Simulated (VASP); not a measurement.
# PbSe (Clausthalite) (Fm-3m) in VASP: a series of runs, part 2 of 2

VASP 6.6.1. The steps go on from the part before.

**5. Relaxation of the atoms, PBE (a relaxed cell with its volume scaled by 0.96)**

File INCAR:

```
SYSTEM = PbSe
ALGO = Fast
EDIFF = 1E-7
EDIFFG = -0.01
ENCUT = 600
GGA = PE
IBRION = 2
ISIF = 2
ISMEAR = 0
LASPH = .True.
LCHARG = .False.
LREAL = .False.
LWAVE = .False.
NELM = 80
NSW = 40
PREC = Accurate
SIGMA = 0.03
```

File KPOINTS:

```
k-points
0
Gamma
  8 8 8
  0 0 0
```

File POSCAR:

```
PbSe                                    
1.0
    0.0000000000      3.0668152984      3.0668152984
    3.0668152984      0.0000000000      3.0668152984
    3.0668152984      3.0668152984      0.0000000000
  Pb              Se            
     1     1
Direct
     0.0000000000000000    0.0000000000000000    0.0000000000000000
     0.5000000000000000    0.5000000000000000    0.5000000000000000
```

Potentials or basis: VASP PAW PBE potentials, release 64 (Pb_d, Se).

Command:

```
$ cat potpaw_PBE.64/Pb_d/POTCAR potpaw_PBE.64/Se/POTCAR > POTCAR
$ mpirun -np 1 vasp_std > vasp.out
```

OUTCAR:

```text
SYSTEM = PbSe
   EDIFF = 1E-7
   EDIFFG = -0.01
   ENCUT = 600
   GGA = PE
   IBRION = 2
   ISIF = 2
   ISMEAR = 0
   LASPH = .True.
   LREAL = .False.
   NELM = 80
   NSW = 40
   PREC = Accurate

 ion  position               nearest neighbor table
   1  0.000  0.000  0.000-   2 3.07   2 3.07   2 3.07   2 3.07   2 3.07   2 3.07
   2  0.500  0.500  0.500-   1 3.07   1 3.07   1 3.07   1 3.07   1 3.07   1 3.07

  LATTYP: Found a face centered cubic cell.
 ALAT       =     6.1336305968

  Lattice vectors:

 A1 = (   0.0000000000,   3.0668152984,   3.0668152984)
 A2 = (   3.0668152984,   0.0000000000,   3.0668152984)
 A3 = (   3.0668152984,   3.0668152984,   0.0000000000)

Analysis of symmetry for initial positions (statically):
=====================================================================
 Subroutine PRICEL returns:
 Original cell was already a primitive cell.

 Routine SETGRP: Setting up the symmetry group for a
 face centered cubic supercell.

 Subroutine GETGRP returns: Found 48 space group operations
 (whereof 48 operations were pure point group operations)
 out of a pool of 48 trial point group operations.

The static configuration has the point symmetry O_h .

Analysis of symmetry for dynamics (positions and initial velocities):
=====================================================================
 Subroutine PRICEL returns:
 Original cell was already a primitive cell.

 Routine SETGRP: Setting up the symmetry group for a
 face centered cubic supercell.

 Subroutine GETGRP returns: Found 48 space group operations
 (whereof 48 operations were pure point group operations)
 out of a pool of 48 trial point group operations.

The dynamic configuration has the point symmetry O_h .

 Subroutine INISYM returns: Found 48 space group operations
 (whereof 48 operations are pure point group operations),
 and found     1 'primitive' translations

----------------------------------------------------------------------------------------

                                     Primitive cell

  volume of cell :      57.6890

  direct lattice vectors                    reciprocal lattice vectors
     0.000000000  3.066815298  3.066815298    -0.163035576  0.163035576  0.163035576
     3.066815298  0.000000000  3.066815298     0.163035576 -0.163035576  0.163035576
     3.066815298  3.066815298  0.000000000     0.163035576  0.163035576 -0.163035576

  length of vectors
     4.337131788  4.337131788  4.337131788     0.282385902  0.282385902  0.282385902

  position of ions in fractional coordinates (direct lattice)
     0.000000000  0.000000000  0.000000000
     0.500000000  0.500000000  0.500000000

  ion indices of the primitive-cell ions
   primitive index   ion index
                 1           1
                 2           2

----------------------------------------------------------------------------------------

 KPOINTS: k-points

Automatic generation of k-mesh.
 Grid dimensions read from file:
 generate k-points for:    8    8    8

 Generating k-lattice:

[... 42 lines left out ...]
 [... further k-points ...]
   k-points           NKPTS =     29   k-points in BZ     NKDIM =     29   number of bands    NBANDS=     14
   number of dos      NEDOS =    301   number of ions     NIONS =      2
   total plane-waves  NPLWV =  46656
   dimension x,y,z NGX =    36 NGY =   36 NGZ =   36
   dimension x,y,z NGXF=    72 NGYF=   72 NGZF=   72
   ions per type =               1   1
   NGX,Y,Z   is equivalent  to a cutoff of  13.80, 13.80, 13.80 a.u.
   NGXF,Y,Z  is equivalent  to a cutoff of  27.60, 27.60, 27.60 a.u.
 SYSTEM =  PbSe
   PREC   = accura    normal or accurate (medium, high low for compatibility)
   ISTART =      0    job   : 0-new  1-cont  2-samecut
   ICHARG =      2    charge: 1-file 2-atom 10-const
   ISPIN  =      1    spin polarized calculation?
   LNONCOLLINEAR =      F non collinear calculations
   LSORBIT =      F    spin-orbit coupling
   LASPH  =      T    aspherical Exc in radial PAW
   ENCUT  =  600.0 eV  44.10 Ry    6.64 a.u.   8.66  8.66  8.66*2*pi/ulx,y,z
   NELM   =     80;   NELMIN=  2; NELMDL= -5     # of ELM steps
   EDIFF  = 0.1E-06   stopping-criterion for ELM
   LREAL  =      F    real-space projection
   EDIFFG = -.1E-01   stopping-criterion for IOM
   NSW    =     40    number of steps for IOM
   IBRION =      2    ionic relax: 0-MD 1-quasi-New 2-CG
   NFREE  =      1    steps in history (QN), initial steepest desc. (CG)
   ISIF   =      2    stress and relaxation
   ISYM   =      2    0-nonsym 1-usesym 2-fastsym
   POTIM  = 0.5000    time-step for ionic-motion
   TEBEG  =    0.0;   TEEND  =   0.0 temperature during run
   PSTRESS=    0.0 pullay stress
   NELECT =      20.0000    total number of electrons
   NUPDOWN=      -1.0000    fix difference up-down
   EMIN   =  10.00;   EMAX   =-10.00  energy-range for DOS
   EFERMI =   0.00;   METHOD = LEGACY
   ISMEAR =     0;   SIGMA  =   0.03  broadening in eV -4-tet -1-fermi 0-gaus
   EFERMI_NEDOS =   21; number of points for ismear=-14 and -15
   IALGO  =     68    algorithm
   IMIX   =      4    mixing-type and parameters
     AMIX     =   0.40;   BMIX     =  1.00
     AMIX_MAG =   1.60;   BMIX_MAG =  1.00
  volume/ion in A,a.u.               =      28.84       194.65
  Fermi-wavevector in a.u.,A,eV,Ry     =   1.150060  2.173298 17.995586  1.322638
  Thomas-Fermi vector in A             =   2.286726
   LORBIT       =      0    0 simple, 1 ext, 2 COOP (PROOUT), +10 PAW based schemes
   GGA     = PE    functional components
   LHFCALC =     F    Hartree Fock is set to
   AEXX    =    0.0000 exact exchange contribution
   IVDW    =     0    specifies the selected vdW correction
   LEPSILON=     F    determine dielectric tensor
   LRPA    =     F    only Hartree local field effects (RPA)
 conjugate gradient relaxation of ions
 non-spin polarized calculation
 RMM-DIIS sequential band-by-band and
 Gauss-broadening in eV      SIGMA  =   0.03
  energy-cutoff  :      600.00
  volume of cell :       57.69
 maximum number of plane-waves:      1964
   NGX = 17   NGY = 17   NGZ = 17

 number of electron      20.0000001 magnetization

 Free energy of the ion-electron system (eV)
  ---------------------------------------------------
  ext. energy  EPLUGINS =         0.00000000
  ---------------------------------------------------
  free energy    TOTEN  =        -8.18334027 eV

  energy without entropy =       -8.18334027  energy(sigma->0) =       -8.18334027

 E-fermi :   5.1476     XC(G=0):  -9.5022

 val. band max:        4.9899050396   @ k =   0.5000   0.0000   0.0000
 cond. band min:       5.3014087574   @ k =   0.5000   0.0000   0.0000
 fundamental gap:      0.3115037178
 Fermi energy:         5.1476328994

 k-point     1 :       0.0000    0.0000    0.0000
  band No.  band energies     occupation
      1     -11.8328      2.00000
      2     -11.8328      2.00000
      3     -11.8328      2.00000
      4     -11.8285      2.00000
      5     -11.8285      2.00000
      6      -8.5486      2.00000
      7      -1.3196      2.00000
      8       3.1433      2.00000
      9       3.1433      2.00000
     10       3.1433      2.00000
     11       9.6924      0.00000
     12       9.6924      0.00000
     13       9.6924      0.00000
     14      11.5234      0.00000
[... 377 lines left out ...]
      1     -11.8835      2.00000
      2     -11.8406      2.00000
      3     -11.8221      2.00000
      4     -11.8125      2.00000
      5     -11.7979      2.00000
      6      -7.3078      2.00000
      7      -3.4511      2.00000
      8       1.7819      2.00000
      9       2.1549      2.00000
     10       4.1814      2.00000
     11       6.3977      0.00000
     12       8.4196      0.00000
     13       9.0876      0.00000
     14      12.6163      0.00000

 [... further k-points ...]

------------------------ aborting loop because EDIFF is reached ----------------------------------------

  FORCE on cell =-STRESS in cart. coord.  units (eV):
  Direction    XX          YY          ZZ          XY          YZ          ZX
  --------------------------------------------------------------------------------------
  -------------------------------------------------------------------------------------
  Total        0.7572334      0.7572334      0.7572334      0.0000000      0.0000000      0.0000000
  in kB       21.0303963     21.0303963     21.0303963      0.0000000      0.0000000      0.0000000
  external PRESSURE =      21.0303963 kB  Pullay stress =       0.0000000 kB

 VOLUME and BASIS-vectors are now :
 -----------------------------------------------------------------------------
  energy-cutoff  :      600.00
  volume of cell :       57.69
      direct lattice vectors                 reciprocal lattice vectors
     0.000000000  3.066815298  3.066815298    -0.163035576  0.163035576  0.163035576
     3.066815298  0.000000000  3.066815298     0.163035576 -0.163035576  0.163035576
     3.066815298  3.066815298  0.000000000     0.163035576  0.163035576 -0.163035576

 POSITION                                       TOTAL-FORCE (eV/Angst)
 -----------------------------------------------------------------------------------
      0.00000      0.00000      0.00000        -0.000000      0.000000     -0.000000
      3.06682      3.06682      3.06682         0.000000      0.000000      0.000000
 -----------------------------------------------------------------------------------
    total drift:                                0.000000      0.000000      0.000000

  FREE ENERGIE OF THE ION-ELECTRON SYSTEM (eV)
  ---------------------------------------------------
  free  energy   TOTEN  =        -8.1833402715 eV

  energy  without entropy=       -8.1833402715  energy(sigma->0) =       -8.18334027

 reached required accuracy - stopping structural energy minimisation
```

OSZICAR:

```text
N       E                     dE             d eps       ncg     rms          rms(c)
DAV:   1     0.165285976339E+03    0.16529E+03   -0.10494E+04   812   0.161E+03
DAV:   2     0.500919004753E+01   -0.16028E+03   -0.15698E+03   848   0.367E+02
DAV:   3    -0.814407989095E+01   -0.13153E+02   -0.12904E+02  1076   0.108E+02
DAV:   4    -0.846469257960E+01   -0.32061E+00   -0.32042E+00   842   0.196E+01
DAV:   5    -0.847567151406E+01   -0.10979E-01   -0.10979E-01  1126   0.375E+00    0.276E+00
RMM:   6    -0.818404740051E+01    0.29162E+00   -0.37565E-01   814   0.409E+00    0.154E+00
RMM:   7    -0.818202440444E+01    0.20230E-02   -0.18050E-01   889   0.271E+00    0.860E-01
RMM:   8    -0.818557327877E+01   -0.35489E-02   -0.19111E-02   818   0.184E+00    0.206E-01
RMM:   9    -0.818318554572E+01    0.23877E-02   -0.66009E-03   853   0.905E-01    0.651E-02
RMM:  10    -0.818331113928E+01   -0.12559E-03   -0.13407E-03   956   0.410E-01    0.227E-02
RMM:  11    -0.818333735022E+01   -0.26211E-04   -0.26366E-04  1058   0.161E-01    0.853E-03
RMM:  12    -0.818333972351E+01   -0.23733E-05   -0.33415E-05  1089   0.550E-02    0.719E-03
RMM:  13    -0.818334021408E+01   -0.49057E-06   -0.55086E-06   898   0.199E-02    0.562E-03
RMM:  14    -0.818334024580E+01   -0.31714E-07   -0.11363E-06   775   0.110E-02    0.978E-04
RMM:  15    -0.818334027152E+01   -0.25724E-07   -0.34059E-07   633   0.573E-03
   1 F= -.81833403E+01 E0= -.81833403E+01  d E =-.818334E+01
```

Wall time 14 s (1 thread of Intel Xeon 6975P-C (Granite Rapids), shared host); peak memory 0.22 GiB.

What came out:

| Quantity | Value |
| --- | --- |
| Free energy | -8.1833 eV |
| Pressure after relaxing | 2.1 GPa |
| Band gap on the k mesh | 0.31 eV, direct |

Final structure:
```cif
data_structure
_symmetry_space_group_name_H-M 'P 1'
_symmetry_Int_Tables_number 1
_cell_length_a 4.3371
_cell_length_b 4.3371
_cell_length_c 4.3371
_cell_angle_alpha 60.000
_cell_angle_beta 60.000
_cell_angle_gamma 60.000
_cell_volume 57.69
loop_
_atom_site_label
_atom_site_type_symbol
_atom_site_fract_x
_atom_site_fract_y
_atom_site_fract_z
_atom_site_occupancy
Pb1 Pb 0.00000 0.00000 0.00000 1
Se1 Se 0.50000 0.50000 0.50000 1
```

Levels at points of the mesh, in eV from the valence-band top:
| k point | band 6 | band 7 | band 8 | band 9 | band 10 | band 11 | band 12 | band 13 | band 14 |
| --- | --- | --- | --- | --- | --- | --- | --- | --- | --- |
| (0.00, 0.00, 0.00) | -13.54 | -6.31 | -1.85 | -1.85 | -1.85 | 4.70 | 4.70 | 4.70 | 6.53 |
| (0.50, 0.00, 0.00) | -12.49 | -8.77 | -1.44 | -1.44 | 0.00 | 0.31 | 1.71 | 1.71 | 8.55 |
| (0.50, 0.50, 0.00) | -12.13 | -7.37 | -4.93 | -3.19 | -3.19 | 3.72 | 5.59 | 5.59 | 6.03 |

Caveat: the relaxation stopped at its first step, so nothing moved; spin-orbit coupling is left out, which as a rule narrows the gap of such compounds by several tenths of an eV.

**6. Relaxation of the atoms, PBE (a relaxed cell with its volume scaled by 0.98)**

INCAR is that of step 5.

KPOINTS is that of step 5.

File POSCAR:

```
PbSe                                    
1.0
    0.0000000000      3.0879664171      3.0879664171
    3.0879664171      0.0000000000      3.0879664171
    3.0879664171      3.0879664171      0.0000000000
  Pb              Se            
     1     1
Direct
     0.0000000000000000    0.0000000000000000    0.0000000000000000
     0.5000000000000000    0.5000000000000000    0.5000000000000000
```

Potentials or basis: VASP PAW PBE potentials, release 64 (Pb_d, Se).

Command:

```
$ cat potpaw_PBE.64/Pb_d/POTCAR potpaw_PBE.64/Se/POTCAR > POTCAR
$ mpirun -np 1 vasp_std > vasp.out
```

Run time: 14 s. Hardware: 1 thread of Intel Xeon 6975P-C (Granite Rapids), shared host; peak memory 0.22 GiB.

Results (log left out):

```
Free energy             : -8.1950 eV
Pressure after relaxing : 1.0 GPa
Band gap on the k mesh  : 0.38 eV, direct
```

Final structure:
```
CELL_PARAMETERS angstrom
0.00000 3.08797 3.08797
3.08797 0.00000 3.08797
3.08797 3.08797 0.00000
ATOMIC_POSITIONS crystal
Pb 0.00000 0.00000 0.00000
Se 0.50000 0.50000 0.50000
```

Levels at points of the mesh, in eV from the valence-band top:
```
           k point  band 7  band 8  band 9  band 10  band 11  band 12  band 13  band 14
(0.00, 0.00, 0.00)   -6.33   -1.74   -1.74    -1.74     4.67     4.67     4.67     6.59
(0.50, 0.00, 0.00)   -8.64   -1.35   -1.35     0.00     0.38     1.77     1.77     8.54
(0.50, 0.50, 0.00)   -7.32   -4.74   -3.05    -3.05     3.83     5.53     5.53     5.95
```

Caveat: the relaxation stopped at its first step, so nothing moved; spin-orbit coupling is left out, which as a rule narrows the gap of such compounds by several tenths of an eV. A k mesh can miss the band edges.

**7. Overview**

| task | cell | gap on the mesh (eV) | pressure (GPa) |
| --- | --- | --- | --- |
| relaxation of cell and atoms | relaxed | 0.44 | 0.0 |
| relaxation of the atoms | atoms relaxed from: a relaxed cell with its volume scaled by 0.94 | 0.24 | 3.3 |
| relaxation of the atoms | atoms relaxed from: a relaxed cell with its volume scaled by 0.96 | 0.31 | 2.1 |
| relaxation of the atoms | atoms relaxed from: a relaxed cell with its volume scaled by 0.98 | 0.38 | 1.0 |

Alike in all rows: level PBE; potentials or basis VASP PAW PBE potentials, release 64 (Pb_d, Se); no spin polarisation; k mesh 8 × 8 × 8; cutoff (eV) 600; smearing gaussian 0.03 eV.

Caveats: the relaxation stopped at its first step, so nothing moved; spin-orbit coupling is left out, which as a rule narrows the gap of such compounds by several tenths of an eV.

Total energies depend on the potentials used, so only differences within one code and one set of settings carry meaning.
